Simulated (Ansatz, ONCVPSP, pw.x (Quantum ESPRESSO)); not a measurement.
## phosphorus (P): does the ONCV potential hold in the solid?

P, optimised norm-conserving Vanderbilt (ONCV), made with ONCVPSP 4.0.1.1 (patched build) (PBE, scalar-relativistic). Core [Ne], reference 3s2 3p3. Waves: 3s: rc 1.45 bohr, ncon 4, nbas 7, qcut 4.8 1/bohr, 2 projectors, debl 1.4 Ha; 3p: rc 1.95 bohr, ncon 4, nbas 8, qcut 3.4 1/bohr, 3 projectors, debl 2.6 Ha; d scattering state at 0.11 Ha: rc 1.70 bohr, ncon 4, nbas 7, qcut 5.3 1/bohr, 2 projectors, debl 3.1 Ha. Local part: polynomial inside 1.15 bohr (lpopt 5, dvloc0 3 Ha). Core correction: Teter function, fcfact 1.75, rcfact 1.75.

Atomic tests: cutoffs needed: 10 Ha and 17 Ha (the cutoffs (Ha) at which the residual kinetic energy of the hardest occupied pseudo-wave falls to 1 and 0.1 mHa per electron) The cutoffs count occupied waves only; projector 2 of the d channel, the hardest unoccupied one, needs 56 Ha at the loose tolerance.; ghost test: no bound ghost flagged; GHOST(+) flagged for s at 98.9 eV; largest excitation error: -212 meV (all-electron minus pseudo) for 3s1 3p0, out of 4 test configurations.

Crystal test: sc P in pw.x 7.5, no spin, 13³ k-points, Fermi–Dirac smearing 0.01 Ry, cutoffs 50/200 Ry. The reference is all-electron LAPW (Ansatz 0.2.0) with the same functional, mesh and smearing; V0 and B0 come from Birch–Murnaghan fits to the pressures at five volumes. Errors are pseudo minus all-electron; Δ is the rms difference of the E(V) curves that follow from these fits, minima aligned, over ±6 % about the mean V0. Mesh and smearing are coarse, so the numbers serve the comparison and aren't converged zero-temperature values; the lattice is a test structure that the element need not adopt.

```json
{"V (Å³/atom)": "13.890", "P all-electron (GPa)": "7.01", "P pseudo (GPa)": "6.31"}
{"V (Å³/atom)": "14.255", "P all-electron (GPa)": "3.42", "P pseudo (GPa)": "2.76"}
{"V (Å³/atom)": "14.621", "P all-electron (GPa)": "0.27", "P pseudo (GPa)": "-0.35"}
{"V (Å³/atom)": "14.987", "P all-electron (GPa)": "-2.41", "P pseudo (GPa)": "-3.00"}
{"V (Å³/atom)": "15.352", "P all-electron (GPa)": "-4.62", "P pseudo (GPa)": "-5.17"}
```

All-electron: a0 = 2.447 Å (V0 = 14.66 Å³/atom), B0 = 113.3 GPa.

Pseudopotential: mean pressure error (GPa): -0.62; a0 (Å): 2.443; a0 error (%): -0.18; B0 error (%): +1.6; Δ (meV/atom): 2.0.

Question: At the middle volume, how do free energy and pressure move when the wave cutoff is lowered (ecutrho kept at four times it)?

Answer:

| cutoff (Ry) | shift of F (meV/atom) | shift of P (GPa) |
| --- | --- | --- |
| 22 | +39.8 | -1.59 |
| 30 | +7.1 | -0.04 |
| 40 | +2.6 | -0.01 |

The run at the middle volume (84 k-points, 6 iterations) took about 8.3 s on one core of a shared host (Neoverse-N1, 64 threads, 124 GiB, load 58).
